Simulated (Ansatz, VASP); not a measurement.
## Two plane-wave programs on Ir

The input INCAR:

```
SYSTEM = Ir
ALGO     = Normal         ! electronic algorithm
EDIFF    = 1E-6           ! SCF threshold, eV
ENCUT    = 520            ! plane-wave cutoff, eV
ISIF     = 2              ! what is computed and relaxed
ISMEAR   = 0              ! smearing method
LASPH    = .True.         ! aspherical terms in the spheres
LCHARG   = .False.        ! write CHGCAR
LREAL    = .False.        ! projectors in reciprocal space
LWAVE    = .False.        ! write WAVECAR
NBANDS   = 10             ! bands
NELM     = 60             ! most SCF steps
PREC     = Accurate       ! precision mode
SIGMA    = 0.15           ! smearing width, eV
```

KPOINTS

```
k-points
0
Gamma
  22 22 22
  0 0 0
```

The input POSCAR:

```
Ir
1.0
    0.0000000000      1.8568178116      2.1669063861
    1.8568178116      0.0000000000      2.1669063861
    1.8568178116      1.8568178116      0.0000000000
Ir
1
Direct
    0.0000000000      0.0000000000      0.0000000000
```

Input for Ansatz:

```yaml
crystal:
  lattice:
    - [0.0, 1.8568178116, 2.1669063861]
    - [1.8568178116, 0.0, 2.1669063861]
    - [1.8568178116, 1.8568178116, 0.0]
  atoms:
    - { symbol: Ir, position: [0.0, 0.0, 0.0] }
basis:
  ecutwfc: 420
kpoints:
  mp_grid: { grid: [22, 22, 22] }
hamiltonian:
  xc: lda
  pseudopotentials: { kind: paw, azcp: { folder: soft_1 } }
scf:
  occupations: { method: gaussian, width: 0.15 }
output:
  forces: true
  stress: true
  eigenvalues: true
  write_density: true
  write_potential: true
  elf: true
  volumetric_format: npy
```

Alike in both runs: task single point; functional LDA; k mesh 22 × 22 × 22; occupations gaussian, width 0.15 eV; no spin polarisation.

|  | VASP | Ansatz |
| --- | --- | --- |
| version | VASP 6.6.1 | Ansatz 0.2.0 |
| potentials or method | VASP PAW LDA potentials, release 64 (Ir) | scalar-relativistic, plane waves, PAW |
| plane-wave cutoff (eV) | 520 | 420 |
| valence electrons in the cell | 9 | 17 |

```csv
,VASP,Ansatz,Ansatz less VASP
gap on the k mesh at the Fermi level (eV),none,none,-
pressure (GPa),-18.1,-20.0,-1.87
largest component of the traceless stress (GPa),30.05,30.12,+0.068
```

A gap of «none» marks a metal or a gap that the smearing closes. The two sets of potentials don't hold the same shells in valence. Ansatz warned: «pseudo_functional_mismatch».

Caveats: so large a pressure means that the cell lies far from this level's equilibrium, or that cutoff or potentials fall short (VASP). The runs have no spin-orbit coupling, so splittings on Ir are missing.
